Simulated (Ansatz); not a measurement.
All numbers below come from DFT, RPBE, plane waves (420 eV) with PAW, scalar-relativistic in Ansatz 0.2.0. (PAW data from PBE, frozen cores regenerated.)

An element in the omega (AlB2-type) structure gives this curve. The cell is scaled uniformly from the relaxed one, with fractional coordinates and shape fixed. Energies are extrapolated to zero smearing, pressures are those at the given smearing. Magnetic state: spin not included.

```csv
V (Å³/atom),E − E₀ (meV/atom),P (GPa)
34.177,25.7,2.32
35.731,9.6,1.38
37.284,1.6,0.61
38.838,0.2,-0.01
40.391,3.9,-0.53
41.945,11.9,-0.96
43.499,23.3,-1.33
```

(1) Which element is it?
A. lead
B. ytterbium
C. calcium
D. bismuth

Answers

(1) B. Its fit is V₀ = 38.45 Å³/atom, B₀ = 14.0 GPa, B₀′ = 4.3.
